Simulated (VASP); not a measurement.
# Ta (Fd-3m) in VASP: notebook

The runs below take Ta through single point, relaxation of cell and atoms, with PBEsol.

All numbers are computed with VASP 6.6.1; they aren't measurements. Logs are shortened: lines on timing, memory, paths and dates and some standing lists are left out, and cuts for length are marked.

### Step 1. The structure

The structure is cubic, space group Fd-3m (No. 227). Conventional cell: a = 6.002 Å, b = 6.002 Å, c = 6.002 Å, α = 90.00°, β = 90.00°, γ = 90.00°. Around Ta (site symmetry -43m) lie 4 Ta at 2.60 Å.

The cell was built by a generator and needn't be a form met in nature.

### Step 2. Single point, PBEsol

INCAR reads:

```
SYSTEM = Ta
PREC     = Accurate       ! precision mode
ENCUT    = 520            ! plane-wave cutoff, eV
EDIFF    = 1E-7           ! SCF threshold, eV
ISMEAR   = 1              ! smearing method
SIGMA    = 0.05           ! smearing width, eV
LREAL    = .False.        ! projectors in reciprocal space
LASPH    = .True.         ! aspherical terms in the spheres
NELM     = 100            ! most SCF steps
ALGO     = Normal         ! electronic algorithm
ISIF     = 2              ! what is computed and relaxed
LWAVE    = .False.        ! write WAVECAR
LCHARG   = .False.        ! write CHGCAR
GGA      = PS             ! functional
NBANDS   = 18             ! bands
```

KPOINTS reads:

```
Automatic mesh
0
Gamma
  7 7 7
  0 0 0
```

POSCAR reads:

```
Ta
1.0
    0.0000000000      3.0009951144      3.0009951144
    3.0009951144      0.0000000000      3.0009951144
    3.0009951144      3.0009951144      0.0000000000
Ta
2
Direct
    0.0000000000      0.0000000000      0.0000000000
    0.2500000000      0.2500000000      0.2500000000
```

Potentials or basis: VASP PAW PBE potentials, release 64 (Ta_pv).

Started as:

```bash
$ cat potpaw_PBE.64/Ta_pv/POTCAR > POTCAR
$ mpirun -np 1 vasp_std > vasp.out
```

OUTCAR:

```text
SYSTEM = Ta
   PREC = Accurate
   ENCUT = 520
   EDIFF = 1E-7
   ISMEAR = 1
   LREAL = .False.
   LASPH = .True.
   NELM = 100
   ISIF = 2
   GGA = PS

 ion  position               nearest neighbor table
   1  0.000  0.000  0.000-   2 2.60   2 2.60   2 2.60   2 2.60
   2  0.250  0.250  0.250-   1 2.60   1 2.60   1 2.60   1 2.60

  LATTYP: Found a face centered cubic cell.
 ALAT       =     6.0019902288

  Lattice vectors:

 A1 = (   0.0000000000,   3.0009951144,   3.0009951144)
 A2 = (   3.0009951144,   0.0000000000,   3.0009951144)
 A3 = (   3.0009951144,   3.0009951144,   0.0000000000)

Analysis of symmetry for initial positions (statically):
=====================================================================
 Subroutine PRICEL returns:
 Original cell was already a primitive cell.

 Routine SETGRP: Setting up the symmetry group for a
 face centered cubic supercell.

 Subroutine GETGRP returns: Found 48 space group operations
 (whereof 24 operations were pure point group operations)
 out of a pool of 48 trial point group operations.

The static configuration has the point symmetry T_d .
 The point group associated with its full space group is O_h .

Analysis of symmetry for dynamics (positions and initial velocities):
=====================================================================
 Subroutine PRICEL returns:
 Original cell was already a primitive cell.

 Routine SETGRP: Setting up the symmetry group for a
 face centered cubic supercell.

 Subroutine GETGRP returns: Found 48 space group operations
 (whereof 24 operations were pure point group operations)
 out of a pool of 48 trial point group operations.

The dynamic configuration has the point symmetry T_d .
 The point group associated with its full space group is O_h .

 Subroutine INISYM returns: Found 48 space group operations
 (whereof 24 operations are pure point group operations),
 and found     1 'primitive' translations

----------------------------------------------------------------------------------------

                                     Primitive cell

  volume of cell :      54.0538

  direct lattice vectors                    reciprocal lattice vectors
     0.000000000  3.000995114  3.000995114    -0.166611401  0.166611401  0.166611401
     3.000995114  0.000000000  3.000995114     0.166611401 -0.166611401  0.166611401
     3.000995114  3.000995114  0.000000000     0.166611401  0.166611401 -0.166611401

  length of vectors
     4.244047991  4.244047991  4.244047991     0.288579411  0.288579411  0.288579411

  position of ions in fractional coordinates (direct lattice)
     0.000000000  0.000000000  0.000000000
     0.250000000  0.250000000  0.250000000

  ion indices of the primitive-cell ions
   primitive index   ion index
                 1           1
                 2           2

----------------------------------------------------------------------------------------

 KPOINTS: Automatic mesh

Automatic generation of k-mesh.
 Grid dimensions read from file:
 generate k-points for:    7    7    7

 Generating k-lattice:

  Cartesian coordinates                     Fractional coordinates (reciprocal lattice)
    -0.023801629  0.023801629  0.023801629     0.142857143  0.000000000  0.000000000
     0.023801629 -0.023801629  0.023801629     0.000000000  0.142857143  0.000000000
     0.023801629  0.023801629 -0.023801629     0.000000000  0.000000000  0.142857143

  Length of vectors
     0.041225630  0.041225630  0.041225630

  Shift w.r.t. Gamma in fractional coordinates (k-lattice)
     0.000000000  0.000000000  0.000000000

 Subroutine IBZKPT returns following result:
 ===========================================

 Found     20 irreducible k-points:

 Following reciprocal coordinates:
            Coordinates               Weight
  0.000000  0.000000  0.000000      1.000000
  0.142857  0.000000  0.000000      8.000000
  0.285714  0.000000  0.000000      8.000000
  0.428571  0.000000  0.000000      8.000000
  0.142857  0.142857  0.000000      6.000000
  0.285714  0.142857  0.000000     24.000000
[... 12 lines left out ...]
 -0.428571  0.428571  0.142857     24.000000
 -0.285714  0.428571  0.142857     24.000000
   k-points           NKPTS =     20   k-points in BZ     NKDIM =     20   number of bands    NBANDS=     18
   number of dos      NEDOS =    301   number of ions     NIONS =      2
   total plane-waves  NPLWV =  32768
   dimension x,y,z NGX =    32 NGY =   32 NGZ =   32
   dimension x,y,z NGXF=    64 NGYF=   64 NGZF=   64
   ions per type =               2
   NGX,Y,Z   is equivalent  to a cutoff of  12.53, 12.53, 12.53 a.u.
   NGXF,Y,Z  is equivalent  to a cutoff of  25.07, 25.07, 25.07 a.u.
 SYSTEM =  Ta
   PREC   = accura    normal or accurate (medium, high low for compatibility)
   ISTART =      0    job   : 0-new  1-cont  2-samecut
   ICHARG =      2    charge: 1-file 2-atom 10-const
   ISPIN  =      1    spin polarized calculation?
   LNONCOLLINEAR =      F non collinear calculations
   LSORBIT =      F    spin-orbit coupling
   LASPH  =      T    aspherical Exc in radial PAW
   ENCUT  =  520.0 eV  38.22 Ry    6.18 a.u.   7.89  7.89  7.89*2*pi/ulx,y,z
   NELM   =    100;   NELMIN=  2; NELMDL= -5     # of ELM steps
   EDIFF  = 0.1E-06   stopping-criterion for ELM
   LREAL  =      F    real-space projection
   EDIFFG = 0.1E-05   stopping-criterion for IOM
   NSW    =      0    number of steps for IOM
   IBRION =     -1    ionic relax: 0-MD 1-quasi-New 2-CG
   NFREE  =      0    steps in history (QN), initial steepest desc. (CG)
   ISIF   =      2    stress and relaxation
   ISYM   =      2    0-nonsym 1-usesym 2-fastsym
   POTIM  = 0.5000    time-step for ionic-motion
   TEBEG  =    0.0;   TEEND  =   0.0 temperature during run
   PSTRESS=    0.0 pullay stress
   NELECT =      22.0000    total number of electrons
   NUPDOWN=      -1.0000    fix difference up-down
   EMIN   =  10.00;   EMAX   =-10.00  energy-range for DOS
   EFERMI =   0.00;   METHOD = LEGACY
   ISMEAR =     1;   SIGMA  =   0.05  broadening in eV -4-tet -1-fermi 0-gaus
   EFERMI_NEDOS =   21; number of points for ismear=-14 and -15
   IALGO  =     38    algorithm
   IMIX   =      4    mixing-type and parameters
     AMIX     =   0.40;   BMIX     =  1.00
     AMIX_MAG =   1.60;   BMIX_MAG =  1.00
  volume/ion in A,a.u.               =      27.03       182.39
  Fermi-wavevector in a.u.,A,eV,Ry     =   1.213222  2.292658 20.026534  1.471909
  Thomas-Fermi vector in A             =   2.348681
   LORBIT       =      0    0 simple, 1 ext, 2 COOP (PROOUT), +10 PAW based schemes
   GGA     = PS    functional components
   LHFCALC =     F    Hartree Fock is set to
   AEXX    =    0.0000 exact exchange contribution
   IVDW    =     0    specifies the selected vdW correction
   LEPSILON=     F    determine dielectric tensor
   LRPA    =     F    only Hartree local field effects (RPA)
 non-spin polarized calculation
 Methfessel and Paxton  Order N= 1 SIGMA  =   0.05
  energy-cutoff  :      520.00
  volume of cell :       54.05
 maximum number of plane-waves:      1468
   NGX = 15   NGY = 15   NGZ = 15

 number of electron      21.9999997 magnetization

 Free energy of the ion-electron system (eV)
  ---------------------------------------------------
  ext. energy  EPLUGINS =         0.00000000
  ---------------------------------------------------
  free energy    TOTEN  =       -19.04652863 eV

  energy without entropy =      -19.04626664  energy(sigma->0) =      -19.04644130

 E-fermi :   2.0546     XC(G=0): -10.3684

 val. band max:        2.0529586083   @ k =   0.4286   0.0000   0.0000
 cond. band min:       2.1258619280   @ k =   0.1429   0.0000   0.0000
 fundamental gap:      0.0729033197
 Fermi energy:         2.0545866357

 k-point     1 :       0.0000    0.0000    0.0000
  band No.  band energies     occupation
      1     -31.9844      2.00000
      2     -31.9844      2.00000
      3     -31.9844      2.00000
      4     -31.0708      2.00000
      5     -31.0708      2.00000
      6     -31.0708      2.00000
[... 10 lines left out ...]
     17       8.2378      0.00000
     18      12.2029      0.00000

 k-point     2 :       0.1429    0.0000    0.0000
  band No.  band energies     occupation
      1     -32.0052      2.00000
      2     -32.0052      2.00000
      3     -31.9823      2.00000
      4     -31.0761      2.00000
      5     -31.0484      2.00000
      6     -31.0484      2.00000
[... 10 lines left out ...]
     17       8.1543      0.00000
     18      11.8222      0.00000

 k-point     3 :       0.2857    0.0000    0.0000
  band No.  band energies     occupation
      1     -32.0487      2.00000
      2     -32.0487      2.00000
      3     -31.9787      2.00000
      4     -31.0867      2.00000
      5     -31.0013      2.00000
      6     -31.0013      2.00000
[... 10 lines left out ...]
     17       7.8396      0.00000
     18       9.7747      0.00000

 k-point     4 :       0.4286    0.0000    0.0000
  band No.  band energies     occupation
      1     -32.0809      2.00000
      2     -32.0809      2.00000
      3     -31.9769      2.00000
      4     -31.0939      2.00000
      5     -30.9662      2.00000
      6     -30.9662      2.00000
[... 291 lines left out ...]
      4     -31.3032      2.00000
      5     -30.9143      2.00000
      6     -30.8636      2.00000
[... 10 lines left out ...]
     17       7.7811      0.00000
     18       7.8789      0.00000

 k-point    19 :      -0.4286    0.4286    0.1429
  band No.  band energies     occupation
      1     -32.1895      2.00000
      2     -32.1729      2.00000
      3     -31.6467      2.00000
      4     -31.4331      2.00000
      5     -30.8690      2.00000
      6     -30.8534      2.00000
[... 10 lines left out ...]
     17       7.7793      0.00000
     18       8.1420      0.00000

 k-point    20 :      -0.2857    0.4286    0.1429
  band No.  band energies     occupation
      1     -32.2035      2.00000
      2     -32.1663      2.00000
      3     -31.6364      2.00000
      4     -31.4395      2.00000
      5     -30.8765      2.00000
      6     -30.8425      2.00000
[... 10 lines left out ...]
     17       7.7249      0.00000
     18       7.7969      0.00000

------------------------ aborting loop because EDIFF is reached ----------------------------------------

  FORCE on cell =-STRESS in cart. coord.  units (eV):
  Direction    XX          YY          ZZ          XY          YZ          ZX
  --------------------------------------------------------------------------------------
  -------------------------------------------------------------------------------------
  Total        0.1020244      0.1020244      0.1020244      0.0000000      0.0000000      0.0000000
  in kB        3.0240489      3.0240489      3.0240489      0.0000000      0.0000000      0.0000000
  external PRESSURE =       3.0240489 kB  Pullay stress =       0.0000000 kB

 VOLUME and BASIS-vectors are now :
 -----------------------------------------------------------------------------
  energy-cutoff  :      520.00
  volume of cell :       54.05
      direct lattice vectors                 reciprocal lattice vectors
     0.000000000  3.000995114  3.000995114    -0.166611401  0.166611401  0.166611401
     3.000995114  0.000000000  3.000995114     0.166611401 -0.166611401  0.166611401
     3.000995114  3.000995114  0.000000000     0.166611401  0.166611401 -0.166611401

 POSITION                                       TOTAL-FORCE (eV/Angst)
 -----------------------------------------------------------------------------------
      0.00000      0.00000      0.00000        -0.000000     -0.000000     -0.000000
      1.50050      1.50050      1.50050         0.000000      0.000000      0.000000
 -----------------------------------------------------------------------------------
    total drift:                               -0.000000      0.000000      0.000000

  FREE ENERGIE OF THE ION-ELECTRON SYSTEM (eV)
  ---------------------------------------------------
  free  energy   TOTEN  =       -19.0465286264 eV

  energy  without entropy=      -19.0462666388  energy(sigma->0) =      -19.04644130
```

It took 13 s on 1 thread of Intel Xeon Platinum 8488C (Sapphire Rapids), shared host; peak memory 0.17 GiB.

Results:

```yaml
Free_energy: -19.0465 eV
Pressure: 0.3 GPa
Band_gap_on_the_k_mesh: none (metal or under the smearing width)
```

Caveat: the PAW data sets were made with another functional, which shifts forces and pressure a little. The run has no spin-orbit coupling, so splittings on Ta are missing.

### Step 3. Relaxation of cell and atoms, PBEsol

This run uses another cell than the first one, of 23.39 Å³/atom, 0.866 times its volume.

INCAR reads:

```
SYSTEM = Ta
PREC     = Accurate       ! precision mode
ENCUT    = 600            ! plane-wave cutoff, eV
EDIFF    = 1E-7           ! SCF threshold, eV
ISMEAR   = 1              ! smearing method
SIGMA    = 0.05           ! smearing width, eV
LREAL    = .False.        ! projectors in reciprocal space
LASPH    = .True.         ! aspherical terms in the spheres
NELM     = 100            ! most SCF steps
ALGO     = Fast           ! electronic algorithm
ISIF     = 3              ! what is computed and relaxed
LWAVE    = .False.        ! write WAVECAR
LCHARG   = .False.        ! write CHGCAR
GGA      = PS             ! functional
IBRION   = 2              ! ionic algorithm
NSW      = 80             ! ionic steps
EDIFFG   = -0.01          ! ionic threshold
```

KPOINTS is that of step 2.

POSCAR reads:

```
Ta
1.0
    0.0000000000      2.8600000000      2.8600000000
    2.8600000000      0.0000000000      2.8600000000
    2.8600000000      2.8600000000      0.0000000000
Ta
2
Direct
    0.0000000000      0.0000000000      0.0000000000
    0.2500000000      0.2500000000      0.2500000000
```

Potentials or basis: VASP PAW PBE potentials, release 64 (Ta_pv).

Started as:

```bash
$ cat potpaw_PBE.64/Ta_pv/POTCAR > POTCAR
$ mpirun -np 1 vasp_std > vasp.out
```

It took 46 s on 1 thread of Intel Xeon Platinum 8488C (Sapphire Rapids), shared host; peak memory 0.19 GiB.

It converged, with:

| Property | Result |
| --- | --- |
| Free energy | -19.0460 eV |
| Relaxed volume | 27.16 Å³/atom |
| Relaxed cell | a = 4.251 Å, b = 4.251 Å, c = 4.251 Å, α = 60.00°, β = 60.00°, γ = 60.00° |
| Space group after relaxing (to 0.05 Å) | Fd-3m (No. 227) |
| Energy gained by relaxing | 153.8 meV/atom |
| Ionic steps | 4 |
| Pressure after relaxing | 0.0 GPa |
| Band gap on the k mesh | none (metal or under the smearing width) |

The path:
| step | energy change (eV) | largest force (eV/Å) | pressure (GPa) | volume (Å³) |
| --- | --- | --- | --- | --- |
| 1 | 0.0000 | 0.0000 | 14.92 | 46.79 |
| 2 | -0.0301 | 0.0000 | -9.18 | 63.15 |
| 3 | -0.3074 | 0.0000 | -0.20 | 54.47 |
| 4 | -0.3075 | 0.0000 | -0.01 | 54.31 |

Final structure:
```xyz
2
Lattice="0.0000 3.0058 3.0058 3.0058 0.0000 3.0058 3.0058 3.0058 0.0000" Properties=species:S:1:pos:R:3 pbc="T T T"
Ta    0.0000    0.0000    0.0000
Ta    1.5029    1.5029    1.5029
```

Levels at points of the mesh, in eV from the Fermi level:
```
           k point  band 7  band 8  band 9  band 10  band 11  band 12  band 13  band 14  band 15
(0.00, 0.00, 0.00)   -5.64   -1.00   -1.00    -0.22    -0.22    -0.22     2.16     2.16     2.16
```

Caveat: the volume moved by over 15 % at a fixed basis, so the end points are rough; the PAW data sets were made with another functional, which shifts forces and pressure a little. The run has no spin-orbit coupling, so splittings on Ta are missing.
